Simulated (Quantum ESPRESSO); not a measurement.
# Sn (Fd-3m) in Quantum ESPRESSO: a series of runs, part 3 of 3

Quantum ESPRESSO 7.5. Earlier steps stand in the parts before.

## Step 5: Wannier functions, PBE

File pw.in:

```
&CONTROL
  calculation = 'scf'
  prefix = 'pwscf'
  outdir = './tmp'
  pseudo_dir = './pseudo'
  tprnfor = .true.
  tstress = .true.
  disk_io = 'low'
/
&SYSTEM
  ibrav = 0
  nat = 2
  ntyp = 1
  ecutwfc = 72
  nbnd = 21
  occupations = 'smearing'
  smearing = 'fd'
  degauss = 0.00367493
/
&ELECTRONS
  conv_thr = 4d-10
  electron_maxstep = 120
  mixing_beta = 0.5
/
ATOMIC_SPECIES
Sn   118.7100 Sn.upf
CELL_PARAMETERS angstrom
   0.0000000000    3.2333428000    3.2333428000
   3.2333428000    0.0000000000    3.2333428000
   3.2333428000    3.2333428000    0.0000000000
ATOMIC_POSITIONS crystal
Sn     0.7500000000    0.7500000000    0.7500000000
Sn     0.5000000000    0.5000000000    0.5000000000
K_POINTS automatic
5 5 5 0 0 0
```

File nscf.in:

```
&CONTROL
  calculation = 'nscf'
  prefix = 'pwscf'
  outdir = './tmp'
  pseudo_dir = './pseudo'
  disk_io = 'low'
/
&SYSTEM
  ibrav = 0
  nat = 2
  ntyp = 1
  ecutwfc = 72
  nbnd = 26
  occupations = 'smearing'
  smearing = 'fd'
  degauss = 0.00367493
  nosym = .true.
  noinv = .true.
/
&ELECTRONS
  conv_thr = 1d-09
  electron_maxstep = 120
  mixing_beta = 0.5
  diago_full_acc = .true.
/
ATOMIC_SPECIES
Sn   118.7100 Sn.upf
CELL_PARAMETERS angstrom
   0.0000000000    3.2333428000    3.2333428000
   3.2333428000    0.0000000000    3.2333428000
   3.2333428000    3.2333428000    0.0000000000
ATOMIC_POSITIONS crystal
Sn     0.7500000000    0.7500000000    0.7500000000
Sn     0.5000000000    0.5000000000    0.5000000000
K_POINTS crystal
64
  0.00000000   0.00000000   0.00000000 1.56250000e-02
  0.00000000   0.00000000   0.25000000 1.56250000e-02
  0.00000000   0.00000000   0.50000000 1.56250000e-02
  0.00000000   0.00000000   0.75000000 1.56250000e-02
  0.00000000   0.25000000   0.00000000 1.56250000e-02
  0.00000000   0.25000000   0.25000000 1.56250000e-02
[... 56 lines left out ...]
  0.75000000   0.75000000   0.50000000 1.56250000e-02
  0.75000000   0.75000000   0.75000000 1.56250000e-02
```

File pw2wan.in:

```
&INPUTPP
  prefix = 'pwscf'
  outdir = './tmp'
  seedname = 'w'
  write_mmn = .true.
  write_amn = .true.
/
```

File bands.in:

```
&CONTROL
  calculation = 'bands'
  prefix = 'pwscf'
  outdir = './tmp'
  pseudo_dir = './pseudo'
  disk_io = 'low'
/
&SYSTEM
  ibrav = 0
  nat = 2
  ntyp = 1
  ecutwfc = 72
  nbnd = 26
  occupations = 'smearing'
  smearing = 'fd'
  degauss = 0.00367493
/
&ELECTRONS
  conv_thr = 1d-08
  electron_maxstep = 120
  mixing_beta = 0.5
  diago_full_acc = .true.
/
ATOMIC_SPECIES
Sn   118.7100 Sn.upf
CELL_PARAMETERS angstrom
   0.0000000000    3.2333428000    3.2333428000
   3.2333428000    0.0000000000    3.2333428000
   3.2333428000    3.2333428000    0.0000000000
ATOMIC_POSITIONS crystal
Sn     0.7500000000    0.7500000000    0.7500000000
Sn     0.5000000000    0.5000000000    0.5000000000
K_POINTS crystal
77
  0.00000000   0.00000000   0.00000000 1
  0.04166700   0.00000000   0.04166700 1
  0.08333300   0.00000000   0.08333300 1
  0.12500000   0.00000000   0.12500000 1
  0.16666700   0.00000000   0.16666700 1
  0.20833300   0.00000000   0.20833300 1
[... 69 lines left out ...]
  0.53125000   0.06250000   0.53125000 1
  0.50000000   0.00000000   0.50000000 1
```

File w.win:

```
num_wann = 8
num_bands = 16
guiding_centres = true
dis_froz_max = 9.23
dis_num_iter = 600
dis_mix_ratio = 0.5
dis_conv_tol = 1.0d-9
num_iter = 0
conv_tol = 1.0d-9
conv_window = 4
num_print_cycles = 40
fermi_energy = 8.234
bands_plot = true
write_hr = true
mp_grid = 4 4 4
exclude_bands = 1-10
begin projections
Sn: s;p
end projections
begin unit_cell_cart
ang
  0.0000000000   3.2333428000   3.2333428000
  3.2333428000   0.0000000000   3.2333428000
  3.2333428000   3.2333428000   0.0000000000
end unit_cell_cart
begin atoms_frac
Sn   0.7500000000   0.7500000000   0.7500000000
Sn   0.5000000000   0.5000000000   0.5000000000
end atoms_frac
begin kpoint_path
G   0.0000000000   0.0000000000   0.0000000000  X   0.5000000000   0.0000000000   0.5000000000
X   0.5000000000   0.0000000000   0.5000000000  W   0.5000000000   0.2500000000   0.7500000000
W   0.5000000000   0.2500000000   0.7500000000  K   0.3750000000   0.3750000000   0.7500000000
K   0.3750000000   0.3750000000   0.7500000000  G   0.0000000000   0.0000000000   0.0000000000
G   0.0000000000   0.0000000000   0.0000000000  L   0.5000000000   0.5000000000   0.5000000000
L   0.5000000000   0.5000000000   0.5000000000  U   0.6250000000   0.2500000000   0.6250000000
U   0.6250000000   0.2500000000   0.6250000000  W   0.5000000000   0.2500000000   0.7500000000
W   0.5000000000   0.2500000000   0.7500000000  L   0.5000000000   0.5000000000   0.5000000000
L   0.5000000000   0.5000000000   0.5000000000  K   0.3750000000   0.3750000000   0.7500000000
U   0.6250000000   0.2500000000   0.6250000000  X   0.5000000000   0.0000000000   0.5000000000
end kpoint_path
bands_num_points = 12
begin kpoints
  0.00000000   0.00000000   0.00000000
  0.00000000   0.00000000   0.25000000
  0.00000000   0.00000000   0.50000000
  0.00000000   0.00000000   0.75000000
  0.00000000   0.25000000   0.00000000
  0.00000000   0.25000000   0.25000000
[... 56 lines left out ...]
  0.75000000   0.75000000   0.50000000
  0.75000000   0.75000000   0.75000000
end kpoints
```

Potentials or basis: PseudoDojo 0.4.1 SR PBE standard.

Command:

```bash
> OMP_NUM_THREADS=1 pw.x -in pw.in > pw.out
> OMP_NUM_THREADS=1 pw.x -in nscf.in > nscf.out
> wannier90.x -pp w
> OMP_NUM_THREADS=1 pw2wannier90.x -in pw2wan.in > pw2wan.out
> wannier90.x w
> OMP_NUM_THREADS=1 pw.x -in bands.in > bands.out
```

pw.out:

```text
This program is part of the open-source Quantum ESPRESSO suite
     for quantum simulation of materials; please cite
[... 9 lines left out ...]
     --------------------
     sticks:   dense  smooth     PW     G-vecs:    dense   smooth      PW
     Sum        1483    1483    433                37509    37509    5817

     Using Slab Decomposition

     bravais-lattice index     =            0
     lattice parameter (alat)  =       8.6410  a.u.
     unit-cell volume          =     456.2279 (a.u.)^3
     number of atoms/cell      =            2
     number of atomic types    =            1
     number of electrons       =        28.00
     number of Kohn-Sham states=           21
     kinetic-energy cutoff     =      72.0000  Ry
     charge density cutoff     =     288.0000  Ry
     scf convergence threshold =      4.0E-10
     mixing beta               =       0.5000
[... 208 lines left out ...]
   -13.5939 -13.5755 -13.4363 -13.3765 -13.3086 -13.2904 -13.2698 -13.2130
   -13.0659 -13.0480   0.4290   0.9915   4.9672   5.9669   9.2269  10.8624
    14.5113  14.7561  15.6084  16.7728  19.0415

          k =-0.1414-0.4243 0.7071 (  4712 PWs)   bands (ev):

   -13.5917 -13.5837 -13.4291 -13.3511 -13.3329 -13.3031 -13.2573 -13.2200
   -13.0589 -13.0514  -0.1286   1.6418   5.0124   5.7716  11.0541  11.0611
    11.9663  14.2606  15.8007  16.7787  18.8395

     the Fermi energy is     8.2340 ev

!    total energy              =    -315.22054078 Ry
     estimated scf accuracy    <          2.6E-10 Ry
     smearing contrib. (-TS)   =      -0.00030720 Ry
     internal energy E=F+TS    =    -315.22023358 Ry

     The total energy is F=E-TS. E is the sum of the following terms:
     one-electron contribution =    -141.27527546 Ry
     hartree contribution      =      87.05784985 Ry
     xc contribution           =     -88.20582836 Ry
     ewald contribution        =    -172.79697961 Ry

     convergence has been achieved in  13 iterations

     Forces acting on atoms (cartesian axes, Ry/au):

     atom    1 type  1   force =     0.00000000    0.00000000   -0.00000000
     atom    2 type  1   force =    -0.00000000   -0.00000000   -0.00000000

     Total force =     0.000000     Total SCF correction =     0.000000

     Computing stress (Cartesian axis) and pressure

          total   stress  (Ry/bohr**3)                   (kbar)     P=       40.96
   0.00027845   0.00000000   0.00000000           40.96        0.00        0.00
   0.00000000   0.00027845   0.00000000            0.00       40.96        0.00
   0.00000000   0.00000000   0.00027845            0.00        0.00       40.96

=------------------------------------------------------------------------------=
   JOB DONE.
=------------------------------------------------------------------------------=
```

It took 4.6 min on 1 thread of Arm Neoverse V1, shared host; peak memory 0.18 GiB.

Results:

- Free energy: -4288.7939 eV
- Pressure: 4.1 GPa
- Band gap on the k mesh: none (metal or under the smearing width)
- Total Wannier spread: 19.57 Å² over 8 functions
- RMS miss of the Wannier bands: 0.051 eV

Levels at the corners of the path, in eV from the Fermi level:
| point | band 10 | band 11 | band 12 | band 13 | band 14 | band 15 | band 16 | band 17 | band 18 | band 19 |
| --- | --- | --- | --- | --- | --- | --- | --- | --- | --- | --- |
| Γ | -21.37 | -10.68 | -0.56 | 0.08 | 0.08 | 0.08 | 2.16 | 2.16 | 2.16 | 5.07 |
| X | -21.30 | -7.56 | -7.56 | -2.50 | -2.50 | 0.80 | 0.80 | 7.81 | 7.81 | 9.42 |
| W | -21.28 | -7.49 | -7.49 | -3.09 | -3.09 | 3.46 | 3.46 | 4.04 | 4.04 | 9.16 |
| K | -21.28 | -7.96 | -7.07 | -3.43 | -2.14 | 1.09 | 3.39 | 5.82 | 6.06 | 6.83 |
| Γ | -21.37 | -10.68 | -0.56 | 0.08 | 0.08 | 0.08 | 2.16 | 2.16 | 2.16 | 5.07 |
| L | -21.32 | -9.04 | -6.34 | -1.14 | -1.14 | 0.01 | 3.23 | 3.23 | 5.69 | 8.61 |
| U | -21.28 | -7.96 | -7.07 | -3.43 | -2.14 | 1.09 | 3.39 | 5.82 | 6.06 | 6.83 |
| W | -21.28 | -7.49 | -7.49 | -3.09 | -3.09 | 3.46 | 3.46 | 4.04 | 4.04 | 9.16 |
| L | -21.32 | -9.04 | -6.34 | -1.14 | -1.14 | 0.01 | 3.23 | 3.23 | 5.69 | 8.61 |
| K | -21.28 | -7.96 | -7.07 | -3.43 | -2.14 | 1.09 | 3.39 | 5.82 | 6.06 | 6.83 |
| U | -21.28 | -7.96 | -7.07 | -3.43 | -2.14 | 1.09 | 3.39 | 5.82 | 6.06 | 6.83 |
| X | -21.30 | -7.56 | -7.56 | -2.50 | -2.50 | 0.80 | 0.80 | 7.81 | 7.81 | 9.42 |

Wannier functions:
| function | nearest atom | distance (Å) | spread (Å²) | on-site energy from the reference level (eV) |
| --- | --- | --- | --- | --- |
| 1 | 1 Sn | 0.00 | 1.87 | -5.29 |
| 2 | 1 Sn | 0.00 | 2.64 | 1.40 |
| 3 | 1 Sn | 0.00 | 2.64 | 1.39 |
| 4 | 1 Sn | 0.00 | 2.64 | 1.39 |
| 5 | 2 Sn | 0.00 | 1.87 | -5.29 |
| 6 | 2 Sn | 0.00 | 2.64 | 1.40 |
| 7 | 2 Sn | 0.00 | 2.64 | 1.39 |
| 8 | 2 Sn | 0.00 | 2.64 | 1.39 |

Parts of the spread (Å²): invariant 12.61, diagonal 0.024, off-diagonal 6.94, total 19.57. Against the direct bands the interpolation misses by 51 meV (root mean square) and 402 meV at most, for states up to 1 eV over the reference level.

Caveat: the k mesh is coarse; spin-orbit coupling is left out, which moves the levels of the heavy elements.

## Step 6: The runs side by side

```csv
task,level,potentials or basis,cell,k mesh,smearing,iterations,k mesh for the Wannier functions,projections,gap on the mesh (eV),pressure (GPa)
phonons,PBEsol,PseudoDojo 0.4.1 SR PBEsol standard,relaxed,7 × 7 × 7,cold 0.2 eV,-,-,-,none,1.6
phonons,vdW-DF-cx,PseudoDojo 0.4.1 SR PBE standard,relaxed,7 × 7 × 7,cold 0.136 eV,-,-,-,none,1.9
Wannier functions,PBE,PseudoDojo 0.4.1 SR PBE standard,as given,5 × 5 × 5,fermi-dirac 0.05 eV,0,4 × 4 × 4,Sn sp,none,4.1
```

Alike in all rows: no spin polarisation; cutoff (eV) 980.

Caveats: the potentials were made for another functional, which shifts forces and pressure (some runs); spin-orbit coupling is left out, which moves the levels of the heavy elements (some runs).

Absolute energies hang on the potentials; compare differences alone.
